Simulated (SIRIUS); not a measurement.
The system is BaTe.

```xyz
2
Lattice="0.0000 3.4100 3.4100 3.4100 0.0000 3.4100 3.4100 3.4100 0.0000" Properties=species:S:1:pos:R:3 pbc="T T T"
Ba    0.0000    0.0000    0.0000
Te    3.4100    3.4100    3.4100
```

| Property | Result |
| --- | --- |
| Program | SIRIUS 7.12.0 |
| Task | single point |
| Functional | PBE |
| Potentials or basis | all-electron FP-LAPW |
| Cutoff | 170 eV |
| Basis | apw+lo standard |
| k mesh | 7 × 7 × 7 |
| Occupations | fermi-dirac, width 0.05 eV |
| Spin | no spin polarisation |

On this cell: largest force zero by symmetry; band gap on the k mesh 1.48 eV, indirect (least direct gap 1.82 eV).

The same run follows on a disturbed copy (atoms moved at random):

```
Ba Te
1.0
     0.00000    3.41000    3.41000
     3.41000    0.00000    3.41000
     3.41000    3.41000    0.00000
Ba Te
1 1
Cartesian
  -0.0009 -0.0387 0.0102
  3.4344 3.4498 3.4255
```

Q: What does the disturbed cell give?

A: The energy moves by +5.0 meV/atom; largest force 0.244 eV/Å; band gap on the k mesh 1.49 eV, indirect (least direct gap 1.83 eV).

Forces on the atoms (eV/Å):
```
Ba   0.073  0.231  0.015
Te  -0.073 -0.233 -0.015
```

Caveats: spin-orbit coupling is left out, which moves the levels of the heavy elements; an odd mesh through Γ misses points on the zone boundary, where band edges often lie.
